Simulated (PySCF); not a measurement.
Molecule: 1-Propanamine (CCCN, C$_{3}$H$_{9}$N).

Geometry:
| atom | x (Å) | y (Å) | z (Å) |
| --- | --- | --- | --- |
| C1 | 1.711 | 0.230 | 0.453 |
| C2 | 0.438 | 0.249 | -0.375 |
| C3 | -0.756 | -0.359 | 0.343 |
| N4 | -1.930 | -0.367 | -0.507 |
| H5 | 2.558 | 0.666 | -0.098 |
| H6 | 1.595 | 0.804 | 1.387 |
| H7 | 1.992 | -0.799 | 0.733 |
| H8 | 0.581 | -0.294 | -1.324 |
| H9 | 0.194 | 1.290 | -0.656 |
| H10 | -0.893 | 0.171 | 1.313 |
| H11 | -0.515 | -1.404 | 0.608 |
| H12 | -2.234 | 0.587 | -0.694 |
| H13 | -2.708 | -0.827 | -0.040 |

Geometry PBE0-D3(BJ)/def2-SVP throughout; GIAO in PySCF 2.14.0 with density-fitted response routines, gas phase, one conformer, non-relativistic; equivalent atoms averaged; basis pcSseg-2.

**Question.** How do the absolute shieldings σ depend on the functional? (ppm; last column core-seconds on shared hosts with different chips, so compare them loosely; the GGAs took longer than the global hybrids here, which isn't the general rule, and the cause wasn't traced)

**Answer.** 
```
functional                    kind     C3     C2     C1     N4  H10/H11  H8/H9  H5/H6/H7  H12/H13  core-s
        HF            Hartree–Fock  146.2  162.8  176.9  232.8    29.38  30.38     30.75    31.13     9.9
       LDA                     LDA  126.4  147.8  168.2  221.6    27.87  29.24     29.86    30.29      19
       PBE                     GGA  125.9  146.5  165.5  217.5    28.34  29.69     30.25    30.72      23
      BLYP                     GGA  120.0  140.5  160.4  211.6    28.50  29.86     30.40    30.85      24
      BP86                     GGA  126.0  146.5  165.1  217.4    28.41  29.75     30.31    30.79      23
      OPBE                     GGA  133.5  153.4  170.1  223.3    28.44  29.76     30.32    30.82      23
       KT2                     GGA  129.9  150.1  168.7  218.3    28.35  29.70     30.24    30.70      23
       KT3                     GGA  129.2  148.9  166.7  216.9    28.56  29.89     30.41    30.86      24
     B97-D                     GGA  126.0  146.0  164.2  216.4    28.57  29.90     30.43    30.90      22
     B3LYP           global hybrid  126.7  146.3  164.8  217.6    28.68  29.93     30.44    30.88      15
      PBE0           global hybrid  133.5  153.1  170.2  224.1    28.60  29.82     30.34    30.80      14
  mPW1PW91           global hybrid  133.0  152.5  169.5  223.4    28.67  29.87     30.40    30.86      15
      WP04           global hybrid  120.5  140.0  156.4  209.4    29.09  30.24     30.72    31.09      21
     B97-2           global hybrid  132.9  152.2  169.0  222.6    28.71  29.93     30.45    30.91      21
 BHandHLYP           global hybrid  134.7  153.2  170.0  224.2    28.93  30.05     30.51    30.92      21
 CAM-B3LYP  range-separated hybrid  131.5  150.8  168.7  223.3    28.70  29.88     30.39    30.82      28
   wB97X-D  range-separated hybrid  134.3  153.6  170.4  225.0    28.78  29.95     30.45    30.91      28
   LC-wPBE  range-separated hybrid  140.4  159.3  174.9  232.1    28.82  29.93     30.44    30.91      38
```

**Question.** Which nucleus moves most, in ppm?

**Answer.** C3 (sp3 CH2 bonded to N): from 120.0 ppm with BLYP to 146.2 ppm with HF. The smallest spread is 0.84 ppm, at H12/H13. Proton shifts span only some 12 ppm, so a few tenths of a ppm matter as much there as several ppm in carbon.
